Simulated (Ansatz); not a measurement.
# Sn under changes of volume

One of the cells (27.353 Å³/atom); the others are scaled copies at fixed shape and fractional positions:

```
Sn
1.0
    -2.02919    2.02919    1.66076
     2.02919   -2.02919    1.66076
     2.02919    2.02919   -1.66076
Sn
1
Direct
  0.00000 0.00000 0.00000
```

This isn't the form of Sn at room conditions, which is tetragonal (white tin).

- Program: Ansatz 0.2.0
- Functional: PBEsol
- Potentials or basis: Ansatz PAW
- Cutoff: 420 eV (not typed: the program's choice for these potentials)
- k mesh: 10 × 10 × 10
- Occupations: fermi-dirac, width 0.05 eV
- Spin: no spin polarisation

```csv
volume (Å³/atom),energy over the lowest point (meV/atom),pressure (GPa)
25.712,2.31,1.4
26.259,0.00,0.1
26.806,1.69,-1.0
27.353,6.83,-1.9
27.901,14.99,-2.8
28.448,?,?
28.995,39.09,-4.2
```

Task: What does the run at 28.448 Å³/atom give?

Result: Energy over the lowest point 25.85 meV/atom; pressure -3.5 GPa.

Worked out: A Birch-Murnaghan fit of order 3 (a polynomial in V^(-2/3)) to the other rows has its minimum at 26.29 Å³/atom with B0 = V·E''(V) = 55 GPa and B' = 5.2 at fixed shape and positions, which overstates the stiffness. It gives 25.87 meV/atom at 28.448 Å³/atom, against the run's 25.85, and -dE/dV = -3.5 GPa, against -3.5.

Energies are extrapolated to zero smearing.

Caveats: the PAW data sets come from PBE, with cores solved anew for the run's functional, which leaves a small shift of forces and pressure.
